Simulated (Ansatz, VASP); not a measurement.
N2 in VASP and in Ansatz

The input INCAR:

```
SYSTEM = N
ALGO = Normal
EDIFF = 1E-7
ENCUT = 520
GGA = PE
ISIF = 2
ISMEAR = 0
IVDW = 12
LASPH = .TRUE.
LCHARG = .TRUE.
LELF = .TRUE.
LREAL = .FALSE.
LVHAR = .TRUE.
LWAVE = .FALSE.
NBANDS = 12
NELM = 80
PREC = Accurate
SIGMA = 0.01
```

Contents of KPOINTS:

```
k-points
0
G
  1 1 1
  0 0 0
```

Contents of POSCAR:

```
N
1.0
    9.8000000000      0.0000000000      0.0000000000
    0.0000000000     10.0000000000      0.0000000000
    0.0000000000      0.0000000000      9.4000000000
N
2
Direct
    0.4602534824      0.4610484127      0.5000000000
    0.5397465176      0.5389515873      0.5000000000
```

Input for Ansatz:

```yaml
crystal:
  lattice:
    - [9.8, 0.0, 0.0]
    - [0.0, 10.0, 0.0]
    - [0.0, 0.0, 9.4]
  atoms:
    - { symbol: "N", position: [0.4602534824, 0.4610484127, 0.5] }
    - { symbol: "N", position: [0.5397465176, 0.5389515873, 0.5] }
basis:
  ecutwfc: 420
kpoints:
  mp_grid: { grid: [1, 1, 1] }
hamiltonian:
  xc: pbe
  dispersion: d3bj
scf:
  occupations: { method: gaussian, width: 0.01 }
output:
  forces: true
  eigenvalues: true
```

Alike in both runs: task single point; functional PBE; dispersion D3(BJ); k mesh 1 × 1 × 1; occupations gaussian, width 0.01 eV; no spin polarisation.

|  | VASP | Ansatz |
| --- | --- | --- |
| version | VASP 6.6.1 | Ansatz 0.2.0 |
| potentials or method | VASP PAW PBE potentials, release 64 (N) | scalar-relativistic, plane waves, PAW |
| plane-wave cutoff (eV) | 520 | 420 |
| valence electrons in the cell | 10 | 10 |

VASP gave:

```
gap on the k mesh at the Fermi level (eV) : 8.20
least direct gap on the mesh (eV)         : 8.20
rms of the force components (eV/Å)        : 1.044
```

Problem. Estimate Ansatz's values.

Solution. gap on the k mesh at the Fermi level (eV): 8.24; least direct gap on the mesh (eV): 8.24; rms of the force components (eV/Å): 0.035.

Atom by atom the forces differ by 1.009 eV/Å (rms over components). One of these differences is far larger than is usual between the two programs; its cause wasn't traced.

Caveats: the standard files for N, O and F lose accuracy on very short bonds. A hybrid or GW would open this gap; PBE tends to underestimate it.
